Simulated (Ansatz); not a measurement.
# ZrO2: the cost of one run

Program: Ansatz 0.2.0. Level of theory: DFT PBE, scalar-relativistic, plane waves, PAW. These are calculated values, not measurements.

1 further run of the same task is left out (set aside as unsound or not needed).

## 1. The starting structure

It takes space group P4_2/nmc (No. 137, tetragonal). The conventional cell has a = 3.621 Å, b = 3.621 Å, c = 5.282 Å, α = 90.00°, β = 90.00°, γ = 90.00°. Zr (site symmetry -4m2) has 4 O at 2.08 Å as nearest neighbours. O (site symmetry 2mm) is surrounded by 2 Zr at 2.08 Å.

Coordinates:

```
CELL_PARAMETERS angstrom
3.62107 0.00000 0.00000
0.00000 3.62107 0.00000
0.00000 0.00000 5.28246
ATOMIC_POSITIONS crystal
Zr 0.00000 0.00000 0.00000
Zr 0.50000 0.50000 0.50000
O 0.00000 0.50000 0.19279
O 0.00000 0.50000 0.69279
O 0.50000 0.00000 0.30721
O 0.50000 0.00000 0.80721
```

This cell was relaxed beforehand with the same method: volume 11.54 Å³/atom, gap on the mesh 4.06 eV.

## 2. Point at V/V0 = 0.97

input.yaml reads:

```yaml
crystal:
  lattice:
    - [3.5844918857, 0.0, 0.0]
    - [0.0, 3.5844918857, 0.0]
    - [0.0, 0.0, 5.2290966742]
  atoms:
    - { symbol: Zr, position: [0.0, 0.0, 0.0] }
    - { symbol: Zr, position: [0.5, 0.5, 0.5] }
    - { symbol: O, position: [0.0, 0.5, 0.1927881303] }
    - { symbol: O, position: [0.0, 0.5, 0.6927881303] }
    - { symbol: O, position: [0.5, 0.0, 0.3072118697] }
    - { symbol: O, position: [0.5, 0.0, 0.8072118697] }
basis:
  ecutwfc: 420
kpoints:
  mp_grid: { grid: [6, 6, 6] }
hamiltonian:
  xc: pbe
scf:
  occupations: { method: gaussian, width: 0.02 }
output:
  forces: true
  stress: true
  eigenvalues: true
relax:
  adjacent_minimum: "off"
  f_tol: 0.01
  max_steps: 30
  cell: { stress_tol: 0.1, fix: [volume] }
```

Command:

```sh
$ ansatz run input.yaml --threads 2 --pin off --max-ram 5120MiB --backend cpu --events-out ev --progress --plain --runs-dir out
```

**Question.** How long does this run take on 2 threads of Arm Neoverse V1, shared host, and how much memory does it need?

About 14 s, with a peak of 0.38 GiB.
